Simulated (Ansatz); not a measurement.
Runs of Ansatz 0.2.0 on HgSe. Symmetry: F-43m, No. 216, cubic system. Conventional cell: a = 6.078 Å, b = 6.078 Å, c = 6.078 Å, α = 90.00°, β = 90.00°, γ = 90.00°. Around Hg (site symmetry -43m) lie 4 Se at 2.63 Å. Se (site symmetry -43m) has 4 Hg at 2.63 Å as nearest neighbours. 

| task | level | spin | cell | k mesh | cutoff (eV) | smearing | points for each segment of the path | mesh quality | gap on the mesh (eV) | pressure (GPa) | relaxed volume (Å³/atom) |
| --- | --- | --- | --- | --- | --- | --- | --- | --- | --- | --- | --- |
| band structure | RPBE | off | as given | 8 × 8 × 8 | 420 | fermi-dirac 0.05 eV | 14 | not flagged | none | 6.7 | - |
| relaxation of cell and atoms | BLYP+D4 | off | relaxed | 8 × 8 × 8 | 420 | fermi-dirac 0.05 eV | - | not flagged | - | 0.0 | (a) |
| single point | PBE | off | as given | 8 × 8 × 8 | 420 | gaussian 0.028 eV | - | not flagged | none | 4.7 | - |
| single point | PBE | off | as given | 8 × 8 × 8 | 420 | gaussian 0.015 eV | - | not flagged | none | 4.7 | - |
| single point | PBE | off | as given | 8 × 8 × 8 | 420 | gaussian 0.027 eV | - | not flagged | none | 4.7 | - |
| band structure | PBEsol | SOC, no magnetisation | as given | 6 × 6 × 6 | 420 | fermi-dirac 0.05 eV | 14 | not flagged | none | 0.9 | - |
| single point | PBE | off | as given | 8 × 8 × 8 | 420 | gaussian 0.013 eV | - | not flagged | none | 4.7 | - |
| single point | PBE | off | as given | 8 × 8 × 8 | 420 | gaussian 0.022 eV | - | not flagged | none | 4.7 | - |
| band structure | r2SCAN50 | off | as given | 4 × 4 × 4 | 500 | fermi-dirac 0.05 eV | 4 | coarse | 2.15 | 0.9 | - |
| relaxation of cell and atoms | PBE+D3(BJ) | off | relaxed | 8 × 8 × 8 | 420 | fermi-dirac 0.05 eV | - | not flagged | - | 0.0 | 29.40 |
| single point | PBE | off | as given | 8 × 8 × 8 | 420 | gaussian 0.012 eV | - | not flagged | none | 4.7 | - |
| single point | PBE | off | as given | 8 × 8 × 8 | 420 | gaussian 0.017 eV | - | not flagged | none | 4.7 | - |

Alike in all rows: potentials or basis Ansatz PAW.

Fill in the values left out.

(a) 30.26.

Caveats: some runs use coarse meshes; the PAW data sets come from PBE, with cores solved anew for the run's functional, which leaves a small shift of forces and pressure (some runs); spin-orbit coupling is left out, which moves the levels of the heavy elements (some runs); the plane-wave basis is chosen anew once the cell has moved, so the energies of steps on either side of that aren't comparable (some runs); the thresholds are loose for stress (some runs).

A k mesh can miss the band edges, and rows without SOC leave out spin-orbit coupling on Hg, Se.

A gap of «none» marks a metal or a gap under the smearing width.
